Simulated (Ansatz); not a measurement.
An Ansatz input:

```yaml
crystal:
  lattice:
    - [-1.7200753112, 1.7200068049, 1.1875659322]
    - [1.7200068049, -1.7200753112, 1.1875659322]
    - [2.8242344691, 2.8242344691, -1.1876914015]
  atoms:
    - { symbol: Cr, position: [0.999979168, 2.0832e-05, 0.0], spin: 1.5 }
    - { symbol: Cr, position: [0.750020832, 0.249979168, 0.5], spin: 1.5 }
hamiltonian:
  xc: rpbe
  pseudopotentials:
    kind: paw
    azcp:
      Cr: "pseudopotentials/Cr.paw.azcp"
basis:
  ecutwfc: 420
  fft_grid_basis: typed
kpoints:
  mp_grid: { grid: [17, 17, 9], shift: [0, 0, 0] }
magnetization:
  spin_polarized: true
scf:
  occupations: { method: fermi_dirac, width: 0.05 }
  lower_state_search: "off"
output:
  stress: true
```

Output

```
Engine: ansatz 0.2.0, aarch64-unknown-linux-gnu
Pseudopotentials: kind: paw
Pseudopotential: Cr, paw, valence charge 14, recommended cutoff 420 eV (normal) 
Functional definition: RPBE
  parameter kappa = 0.804
  parameter beta = 0.06672455060314922
  exchange = rpbe_x(kappa = kappa, mu = beta*pi^2/3)
  correlation = pbe_c(beta = beta)
Crystal: 2 atoms, lattice volume = 23.076 Å³
Basis set: ecut = 420 eV, 439 PW (Γ)
Bands: 20, of which v1, the nominal top of the filled ones, is band 14 counted from 1 (13 counted from 0)
Symmetry: 4 space group operations
Space group: C2/c (ITA 15), of the structure as read, at distance tolerance 2.8e-5 Å
Magnetic group: BNS 15.85 (UNI 92), of the structure as read, at distance tolerance 2.8e-5 Å
k-points: 693 of 2601
Non-local potential: Cr, projectors of the file, l = 0: 3, l = 1: 2, l = 2: 3, l = 3: 1
PAW form: soft (Blöchl's): semilocal exchange-correlation on the pseudo side does not see the compensation charge
PAW frozen core: Cr, regenerated for the run's functional, and the local potential with it (the file was generated under x = pbe(κ = 0.804, μ = 0.2195149727645171), c = pbe(β = 0.06672455060314922))
PAW one-centre angular grid: Cr, 590 points (default); XC on 64 Gauss nodes
Initial density: superposition of atomic densities (chi_scale 0.1, normalization cell)
Starting moments: Σ|m| = 3 μB on 2 of 2 sites
Initial wavefunctions: pseudopotential atomic-orbital guess
Functional: x = rpbe, c = pbe(β = 0.06672455060314922)
SCF iter   1: F=—  HF=-6766.190880 eV  |F-HF|=—  |Δ(HF+E_count)|=         —  Δρ=2.23e-1 (↑2.23e-1 ↓6.03e-2)  dr2=1.01e1  dr2_m=2.80e0  M=0.744 μB ∫|m|=0.756 μB  β_m=0.30  ethr=3.10e-3  ⟨swp⟩=3.6  Hψ=96957  notcnv=0
SCF iter   2: F=—  HF=-6764.429574 eV  |F-HF|=—  |Δ(HF+E_count)|=    1.76e0  Δρ=1.38e-1 (↑1.38e-1 ↓5.08e-2)  dr2=3.04e0  dr2_m=1.47e0  M=0.670 μB ∫|m|=0.687 μB  β_m=0.30  ethr=3.10e-3  ⟨swp⟩=2.1  Hψ=61908  notcnv=0  defer=832
SCF iter   3: F=—  HF=-6763.842026 eV  |F-HF|=—  |Δ(HF+E_count)|=   5.88e-1  Δρ=6.62e-2 (↑5.53e-2 ↓6.62e-2)  dr2=8.34e-2  dr2_m=7.24e-1  M=0.666 μB ∫|m|=0.676 μB  β_m=0.30  ethr=3.10e-3  ⟨swp⟩=2.5  Hψ=54876  notcnv=0  defer=824
SCF iter   4: F=—  HF=-6763.890519 eV  |F-HF|=—  |Δ(HF+E_count)|=   4.85e-2  Δρ=5.62e-2 (↑5.62e-2 ↓4.31e-2)  dr2=4.14e-2  dr2_m=5.18e-1  M=0.497 μB ∫|m|=0.512 μB  β_m=0.30  ethr=2.98e-4  ⟨swp⟩=3.0  Hψ=68750  notcnv=0  defer=507
SCF iter   5: F=—  HF=-6763.935931 eV  |F-HF|=—  |Δ(HF+E_count)|=   4.54e-2  Δρ=4.03e-2 (↑3.80e-2 ↓4.03e-2)  dr2=1.28e-3  dr2_m=3.24e-1  M=0.415 μB ∫|m|=0.427 μB  β_m=0.30  ethr=1.48e-4  ⟨swp⟩=2.1  Hψ=47258  notcnv=0  defer=507
SCF iter   6: F=—  HF=-6763.976608 eV  |F-HF|=—  |Δ(HF+E_count)|=   4.07e-2  Δρ=3.20e-2 (↑3.14e-2 ↓3.20e-2)  dr2=1.68e-4  dr2_m=2.13e-1  M=0.333 μB ∫|m|=0.345 μB  β_m=0.30  ethr=4.57e-6  ⟨swp⟩=2.4  Hψ=52618  notcnv=0  defer=506
...
iter 15 did not close the SCF: its close was put off for a magnetic moment that had not settled (scf_convergence_deferred on its scf_iter line)
SCF iter  15: F=-6764.048908 eV  HF=-6764.048908 eV  |F-HF|=2.08e-9  |Δ(HF+E_count)|=   9.18e-8  Δρ=3.86e-6 (↑3.86e-6 ↓3.52e-6)  dr2=4.38e-9  dr2_m=1.37e-9  M=0.000 μB ∫|m|=0.000 μB  β_m=0.86  ethr=3.57e-10  ⟨swp⟩=5.1  Hψ=92730  notcnv=0
iter 16 did not close the SCF: its close was put off for a magnetic moment that had not settled (scf_convergence_deferred on its scf_iter line)
SCF iter  16: F=-6764.048908 eV  HF=-6764.048908 eV  |F-HF|=9.28e-11  |Δ(HF+E_count)|=   2.05e-9  Δρ=5.72e-7 (↑5.72e-7 ↓5.27e-7)  dr2=1.41e-12  dr2_m=6.33e-11  M=0.000 μB ∫|m|=0.000 μB  β_m=0.93  ethr=1.57e-11  ⟨swp⟩=1.0  Hψ=78222  notcnv=0
SCF iter  17: F=-6764.048908 eV  HF=-6764.048908 eV  |F-HF|=2.73e-12  |Δ(HF+E_count)|=  1.44e-10  Δρ=1.02e-7 (↑7.84e-8 ↓1.02e-7)  dr2=4.80e-13  dr2_m=1.54e-12  M=0.000 μB ∫|m|=0.000 μB  ethr=1.00e-12  ⟨swp⟩=1.0  Hψ=77775  notcnv=0
WARN: the starting moments were not kept: the SCF closed with an absolute magnetisation of 1.7e-6 μB, where they sum to 3 μB in size (2 sites). That is at most 0.1 of that sum. Measured as dr2_m measures the in/out step, that magnetisation stands 5.3e-13 eV from none, at or under the dr2_threshold of 1.0e-7 eV: it is no larger than a step whose dr2_m would equal this threshold. The system may hold no moment; this SCF shows only that its start led to no more than that. To try another start: raise the starting moments (crystal.atoms[].spin, magnetization.per_species, magnetization.initial_magnetization, or on a non-collinear deck that types none of these the spinor_matrix: blocks that start its atoms; where the total moment is fixed, keep their sum and leave initial_magnetization as it is; typed ones take the place of any that the run laid by itself, positive ones on a crystal's lanthanoids without a Hubbard term where scf.initial_density.shell_occupations: [] is typed) or, if the notice of its spin-set hold's release reads "site moments contracting" or "site moments show no strong build", lengthen the hold (scf.mixing.spin_hold: { on: { confirm: 4 } }; for m-r²SCAN on two components see the key's manual first). Each may lead to a state that holds a moment. A second SCF, from the converged charge density, with the starting moments and any scf.initial_density.shell_occupations laid on it anew, would have followed, and was not run: the deck does not ask for one (magnetization.retry_lost_moments is false, the default). To let it run, set magnetization.retry_lost_moments: true and run the deck again, where that key's refused combinations let it; where memory then withholds it, that run's warning says so.
SCF 1 converged in 17 iterations: F = -6764.048908 eV  dr2 = 4.80e-13
SCF converged after 17 iterations
Magnetization: 0.0000 μB (14.0000 up, 14.0000 down)
Absolute magnetization: 0.0000 μB (∫|ρ↑−ρ↓|, with the PAW one-centre terms)
Spin contamination: 0.0000 ħ² per cell (⟨S²⟩ above its minimum at these occupations)
Per-site moments (μB) at R_I (Å): [(-1.7103988852173568e-7, 0.9797418948800745), (-1.710398884421328e-7, 0.9797418948800745)]
Free energy (F): -6764.048908 eV
Harris-Foulkes:  -6764.048908 eV  (|F-HF|=2.73e-12)
Internal energy: -6764.035625 eV  (E = F + TS)
E sigma→0 (E₀):  -6764.042266 eV
Entropy (-TS):   -0.013283 eV (-6.641 meV/atom)
Fermi energy:    19.415730 eV
--- Per-component energies (eV) ---
  E_band       = -285.177008
  E_kinetic    = 688.215856
  E_local      = -2364.051761  (includes V_loc(G=0)·N_el)
  E_nonlocal   = 155.941744
  E_hartree    = 1035.789167
  E_xc         = -280.921467
  E_vxc        = -357.966532  (∫ρ·V_xc dr)
  E_paw        = -2399.283312  (= ΣΔE_a)
  E_vpaw       = -478.895492  (= ΣTr[D̂ρ^β])
  E_aug_tail   = 0.000803  (compensation charges beyond the density's cutoff)
  E_ewald      = -3599.625103
  E_core_change = -0.101553  (= ΣΔE_core)
  E_smearing   = -0.013283  (= −TS)
  E_closure    = 0.000000  (closes the sum)
  Σ components = -6764.048908   (vs F -6764.048908, Δ=0.00e0)
--- Stress (GPa, compression-positive) ---
       10.208906       0.216940       0.001555
        0.216940      10.208906       0.001555
        0.001555       0.001555      10.312466
  P = ⅓ Tr σ = 10.2434 GPa (102.434 kbar)
```

Command:

```sh
ansatz run input.yaml --threads 2 --pin off --max-ram 5120MiB --backend cpu --events-out ev --progress --plain --runs-dir out
```

On 2 threads of Arm Neoverse V1 (shared host) this took about 35 s of wall time and 68 s of CPU time.
